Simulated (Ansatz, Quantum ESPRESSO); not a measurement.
# ZnSe [001], zinc blende: pulling along c

The c axis is held at a set length while the cell relaxes sideways. How do the lateral strain and the stress follow? The strained cell has c along the load; unstrained it is a = 3.9833 Å, b = 3.9833 Å, c = 5.6333 Å, α = 90.00°, β = 90.00°, γ = 90.00°, with 4 atoms.

Calculated with Ansatz 0.2.0, PBEsol, PAW files of the set soft_1, cutoff 600 eV, Fermi–Dirac smearing 0.02 eV, k-mesh 7×7×5, no spin polarisation, no spin-orbit coupling.

Relaxed positions at 0 %:

```csv
atom,x,y,z
Se,0.5000,0.0000,0.7500
Se,0.0000,0.5000,0.2500
Zn,0.0000,0.0000,0.0000
Zn,0.5000,0.5000,0.5000
```

```csv
ε_c (%),a (Å),c (Å),ε_a (%),"σ (GPa, tension positive)"
−3,4.0297,5.4643,1.164,−1.36
−2,4.0141,5.5206,0.773,−0.93
0,3.9833,5.6333,0.000,0.00
1,3.9691,5.6896,−0.358,0.52
2,3.9547,5.7459,−0.720,1.05
3,3.9406,5.8023,−1.074,1.60
```

**Question.** Fit both responses and give the free strain and the stress at −1 %, a row left out above.

Least squares with y = y0 + y1 ε + y2 ε² (ε in %) gives ε_a = 0.006 + (−0.3729) ε + (0.0044) ε² and σ = 0.01 + (0.494) ε + (0.013) ε² GPa. The linear terms put the ratio of free to applied strain at −0.373 and the Young modulus at 49 GPa.

At −1 % the free strain comes out as 0.384 %. The run itself gives 0.389 %, so the estimate misses by 0.005 %; the fitted rows themselves lie up to 0.006 % off the law.

The stress comes out as −0.47 GPa. The run itself gives −0.47 GPa, so the estimate misses by 0.00 GPa, a rounding's worth.

Along a cube axis ν = C12/(C11 + C12) and Y = (C11 − C12)(C11 + 2C12)/(C11 + C12), so C11 = Y(1 − ν)/[(1 + ν)(1 − 2ν)] = 89 GPa and C12 = 53 GPa.

The same fit over all rows at other levels or in other programs gives the strain ratio = −0.372 with PBEsol (Quantum ESPRESSO, GBRV).

[Logs are printed without paths, hosts, clocks, repeated set-up lines and the standing remarks that a program may print on its own settings, such as how far it seeks lower states.]
